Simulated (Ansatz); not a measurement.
# InAs under changes of volume

One of the cells (27.489 Å³/atom); the others are scaled copies at fixed shape and fractional positions:

```xyz
2
Lattice="0.0000 3.0180 3.0180 3.0180 0.0000 3.0180 3.0180 3.0180 0.0000" Properties=species:S:1:pos:R:3 pbc="T T T"
In    0.0000    0.0000    0.0000
As    4.5270    4.5270    4.5270
```

| Quantity | Value |
| --- | --- |
| Program | Ansatz 0.2.0 |
| Functional | r2SCAN50 |
| Potentials or basis | Ansatz PAW |
| Cutoff | 500 eV (not typed: the program's choice for these potentials) |
| k mesh | 4 × 4 × 4 |
| Occupations | fermi-dirac, width 0.05 eV |
| Spin | no spin polarisation |

| volume (Å³/atom) | energy over the lowest point (meV/atom) | pressure (GPa) | gap on the mesh (eV) |
| --- | --- | --- | --- |
| 25.840 | ? | ? | ? |
| 26.389 | 10.15 | 3.1 | 3.09 |
| 26.939 | 2.38 | 1.5 | 2.94 |
| 27.489 | 0.00 | 0.0 | 2.80 |
| 28.039 | 2.43 | -1.4 | 2.66 |
| 28.588 | 9.18 | -2.6 | 2.52 |
| 29.138 | 19.84 | -3.6 | 2.39 |

What does the run at 25.840 Å³/atom give?

Energy over the lowest point 23.90 meV/atom; pressure 4.9 GPa; gap on the mesh 3.23 eV.

Worked out: A Birch-Murnaghan fit of order 3 (a polynomial in V^(-2/3)) to the other rows has its minimum at 27.48 Å³/atom with B0 = V·E''(V) = 70 GPa and B' = 4.4. It gives 23.87 meV/atom at 25.840 Å³/atom, against the run's 23.90, and -dE/dV = 4.9 GPa, against 4.9. A straight line through the other rows of the gap, of slope -7.07 eV per unit of ln V (its deformation potential), extrapolates to 3.24 eV, against the run's 3.23.

Energies are extrapolated to zero smearing.

Caveats: all runs use coarse meshes; spin-orbit coupling is left out, which moves the levels of the heavy elements; the PAW data sets come from PBE, with cores solved anew for the run's functional, which leaves a small shift of forces and pressure; the thresholds are loose for stress.
